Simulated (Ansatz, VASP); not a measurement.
## One calculation of P, two programs

```xyz
1
Lattice="-1.5149 1.5149 1.5149 1.5149 -1.5149 1.5149 1.5149 1.5149 -1.5149" Properties=species:S:1:pos:R:3 pbc="T T T"
P     0.0000    0.0000    0.0000
```

Alike in both runs: functional r2SCAN; k mesh 6 × 6 × 6; occupations gaussian, width 0.1 eV; no spin polarisation.

Ansatz relaxed the structure, and its values are those at the end. VASP's run is a single point on that final structure, the one shown.

|  | VASP | Ansatz |
| --- | --- | --- |
| version | VASP 6.6.1 | Ansatz 0.2.0 |
| potentials or method | VASP PAW PBE potentials, release 64 (P) | scalar-relativistic, plane waves, PAW |
| plane-wave cutoff (eV) | 520 | 500 |
| valence electrons in the cell | 5 | 5 |

```csv
,VASP,Ansatz,Ansatz less VASP
gap on the k mesh at the Fermi level (eV),none,none,-
pressure (GPa),0.1,0.2,+0.17
```

A gap of «none» marks a metal or a gap that the smearing closes. With one functional, cell and mesh, what is left measures potentials, basis and numerics.

Caveats: the k mesh is coarse (spacing up to 0.49 Å⁻¹), so the values aren't converged; the PAW data sets were made with another functional, which shifts forces and pressure a little (VASP).
